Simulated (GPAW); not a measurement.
Here is a GPAW 26.7.0 calculation.

run.py

```python
from ase.dft.bandgap import bandgap
from ase.io import read, write
from ase.units import GPa
from gpaw import GPAW, PW

atoms = read('Nb.xyz')

calc = GPAW(mode=PW(600),
            xc='revPBE',
            kpts={'size': (11, 11, 11), 'gamma': True},
            occupations={'name': 'fermi-dirac', 'width': 0.05},
            nbands=15,
            convergence={'density': 1e-05, 'energy': 1e-05},
            maxiter=150,
            txt='gpaw.txt')
atoms.calc = calc
energy = atoms.get_potential_energy()
forces = atoms.get_forces()
stress = atoms.get_stress()
calc.write('gs.gpw')
write('result.traj', atoms)
print(f'Energy: {energy:.6f} eV')
print('Forces (eV/A):')
print(forces.round(4))
print('Stress (GPa):', (stress / GPa).round(3))
print('Fermi level:', round(calc.get_fermi_level(), 4), 'eV')
print(f'Gap: {bandgap(calc)[0]:.4f} eV, direct: {bandgap(calc, direct=True)[0]:.4f} eV')

path = atoms.cell.bandpath('GHNGPH,PN', npoints=60, eps=1e-4)
bs_calc = calc.fixed_density(kpts=path, symmetry='off', nbands=23,
                             convergence={'bands': 'CBM+6.0', 'eigenstates': 1e-6}, txt='bands.txt')
bs = bs_calc.band_structure()
bs.write('bs.json')
print(f'Gap on the path: {bandgap(bs_calc)[0]:.4f} eV')
```

Contents of Nb.xyz:

```xyz
1
Lattice="-1.6639500000 1.6639500000 1.6639500000 1.6639500000 -1.6639500000 1.6639500000 1.6639500000 1.6639500000 -1.6639500000" Properties=species:S:1:pos:R:3 pbc="T T T"
Nb     0.0000000000      0.0000000000      0.0000000000
```

Potentials or basis: the program's PAW data sets (release 1.2.1) made for this functional, pw.

Command:

```bash
$ OMP_NUM_THREADS=1 python run.py
```

Question: What does it give for the band gap along the path?

Answer: None (metal or under the smearing width).

Question: Predict the pressure.

Answer: -0.6 GPa.

Levels at the corners of the path, in eV from the Fermi level:
| point | band 2 | band 3 | band 4 | band 5 | band 6 | band 7 | band 8 | band 9 | band 10 |
| --- | --- | --- | --- | --- | --- | --- | --- | --- | --- |
| Γ | -29.79 | -29.79 | -29.79 | -5.81 | 0.41 | 0.41 | 0.41 | 3.22 | 3.22 |
| H | -30.65 | -30.65 | -30.65 | -3.54 | -3.54 | 5.46 | 5.46 | 5.46 | 8.94 |
| N | -31.04 | -30.19 | -29.80 | -3.57 | -1.55 | 2.18 | 3.25 | 3.90 | 6.20 |
| Γ | -29.79 | -29.79 | -29.79 | -5.81 | 0.41 | 0.41 | 0.41 | 3.22 | 3.22 |
| P | -30.42 | -30.42 | -30.42 | -1.05 | -1.05 | -1.05 | 4.03 | 4.03 | 9.32 |
| H | -30.65 | -30.65 | -30.65 | -3.54 | -3.54 | 5.46 | 5.46 | 5.46 | 8.94 |
| P | -30.42 | -30.42 | -30.42 | -1.05 | -1.05 | -1.05 | 4.03 | 4.03 | 9.32 |
| N | -31.04 | -30.19 | -29.80 | -3.57 | -1.55 | 2.18 | 3.25 | 3.90 | 6.20 |
